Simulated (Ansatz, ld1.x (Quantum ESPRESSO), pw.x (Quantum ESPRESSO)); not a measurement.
## From atom to crystal: PAW potential for Os (Z = 76)

| Item | Value |
| --- | --- |
| Element | osmium |
| Generator | ld1.x (Quantum ESPRESSO) 7.5 |
| Type | PAW |
| Functional | PBE |
| Relativity | scalar-relativistic |
| Frozen core | [Xe] 4f14 |
| Valence charge | 8 |
| Reference configuration | 5d6 6s2 6p0 |
| Partial waves | 6s (bound): rcut 2.15, rcutus 2.95 bohr; 6s channel at 0.15 Ry: rcut 2.15, rcutus 2.95 bohr; 6p (bound, empty): rcut 2.20, rcutus 2.90 bohr; 6p channel at 4.75 Ry: rcut 2.20, rcutus 2.90 bohr; 5d (bound): rcut 1.50, rcutus 1.65 bohr; 5d channel at 0.6 Ry: rcut 1.50, rcutus 1.65 bohr |
| Local potential | all-electron potential smoothed inside 1.80 bohr (lloc = -2) |
| Core correction | none |
| Augmentation charge | PSQ, inside the norm-conserving radii |

Atomic tests: cutoffs needed: 40 Ry and 60 Ry (the cutoffs (Ry, on a coarse ladder) from which the occupation-weighted sum of valence levels, in a spherical-Bessel basis at the reference potential, stays within 10 and 1 mRy of its value at 400 Ry); ghost test: no extra level below or beside the all-electron valence levels (s, p, d, f tested) (spherical-Bessel basis up to 400 Ry, 20 bohr box); configuration tests: 1 of 7 tests not solved or not reliable.

Crystal test: bcc Os in pw.x 7.5, no spin, 15³ k-points, Fermi–Dirac smearing 0.01 Ry, cutoffs 75/600 Ry. The reference is all-electron LAPW (Ansatz 0.2.0) with the same functional, mesh and smearing; V0 and B0 come from Birch–Murnaghan fits to the pressures at five volumes. Errors are pseudo minus all-electron; Δ is the rms difference of the E(V) curves that follow from these fits, minima aligned, over ±6 % about the mean V0. Mesh and smearing are coarse, so the numbers serve the comparison and aren't converged zero-temperature values; the lattice is a test structure that the element need not adopt.

```json
{"V (Å³/atom)": "14.054", "P all-electron (GPa)": "20.14", "P pseudo (GPa)": "21.77"}
{"V (Å³/atom)": "14.424", "P all-electron (GPa)": "9.33", "P pseudo (GPa)": "10.62"}
{"V (Å³/atom)": "14.794", "P all-electron (GPa)": "-0.02", "P pseudo (GPa)": "0.99"}
{"V (Å³/atom)": "15.164", "P all-electron (GPa)": "-8.10", "P pseudo (GPa)": "-7.32"}
{"V (Å³/atom)": "15.534", "P all-electron (GPa)": "-15.08", "P pseudo (GPa)": "-14.48"}
```

All-electron: a0 = 3.093 Å (V0 = 14.79 Å³/atom), B0 = 347.4 GPa.

Pseudopotential: mean pressure error (GPa): +1.06; a0 (Å): 3.096; a0 error (%): +0.09; B0 error (%): +1.4; Δ (meV/atom): 3.4. The largest radius (2.95 bohr) exceeds half the bond length (2.53 bohr), so the spheres overlap, which is one possible source of error among others. Atomic configuration tests: 1 of 7 tests not solved or not reliable. The logarithmic derivative shows an extra or strongly shifted pseudo pole above the reference energy (s near 1.03 Ry).

**Question.** At the middle volume, how do free energy and pressure move when the wave cutoff is lowered (ecutrho held at 600 Ry)?

**Answer.**

```csv
cutoff (Ry),shift of F (meV/atom),shift of P (GPa)
34,+196.5,-15.62
45,+20.1,-0.18
60,+7.7,-0.51
```

The run at the middle volume (120 k-points, 7 iterations) took about 20 s on one core of a shared host (Neoverse-V2, 192 threads, 1485 GiB, load 131).
